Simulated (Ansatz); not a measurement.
# PbTe: the cell at several levels of theory

The task here is to estimate one member of a computed series from the others.

Program: Ansatz 0.2.0. PAW datasets, plane waves, zero pressure. Simulation only: spin-unpolarised, and no claim that this is the phase found in nature.

### The system as given

This is the cell as the run starts from it, not yet at rest; its lengths are not the crystal's.

The symmetry is P6_3/mmc (No. 194, hexagonal); a = 4.253 Å, c = 6.933 Å in the conventional setting, 27.16 Å³ an atom. Pb has 6 Te at 3.01 Å; Te has 6 Pb at 3.01 Å.

Structure file:

```
Pb Te
1.0
     4.25348    0.00000    0.00000
    -2.12674    3.68362    0.00000
     0.00000    0.00000    6.93317
Pb Te
2 2
Direct
  0.00000 0.00000 0.00000
  0.00000 0.00000 0.50000
  0.33333 0.66667 0.25000
  0.66667 0.33333 0.75000
```

The first run:

input.yaml reads:

```yaml
crystal:
  lattice:
    - [4.25347791, 0.0, 0.0]
    - [-2.126738955, 3.6836199245, 0.0]
    - [0.0, 0.0, 6.9331689933]
  atoms:
    - { symbol: Pb, position: [0.0, 0.0, 0.0] }
    - { symbol: Pb, position: [0.0, 0.0, 0.5] }
    - { symbol: Te, position: [0.3333333333, 0.6666666667, 0.25] }
    - { symbol: Te, position: [0.6666666667, 0.3333333333, 0.75] }
kpoints:
  mp_grid: { grid: [6, 6, 4] }
hamiltonian:
  xc: pbe
scf:
  occupations: { method: fermi_dirac, width: 0.02 }
relax:
  f_tol: 0.005
  cell: {}
```

On the command line:

```bash
ansatz run input.yaml --threads 2 --pin off --max-ram 2211MiB --backend cpu --events-out ev --progress --plain --runs-dir out
```

Steps of the session up to this table: Relaxation with PBE; r2SCAN: cell and atoms; Relaxation with PBEsol; LDA: cell and atoms; HSE06: cell and atoms.

One of the session's tables, all rows but one given; the rest of the session is left out.

| level | a (Å) | c (Å) | volume (Å³/atom) |
| --- | --- | --- | --- |
| PBE | ? | ? | ? |
| r2SCAN | 4.544 | 7.926 | 35.431 |
| PBEsol | 4.476 | 7.819 | 33.911 |
| LDA | 4.422 | 7.763 | 32.870 |
| HSE06 | 4.557 | 7.862 | 35.345 |

Q: Estimate the row for PBE from the others.

The run gave: a (Å): 4.571; c (Å): 7.958; volume (Å³/atom): 36.005. In the column «a (Å)» it is the highest.

From the start to the first minimum the volume moved by +32.6 %. The volume runs from LDA (least) to PBE (most), a spread of 9.5 %, or 3.1 % in length if all axes shared it alike. The meshes differ: PBE 6×6×4, r2SCAN 6×6×4, PBEsol 6×6×4, LDA 6×6×4, HSE06 6×6×2.
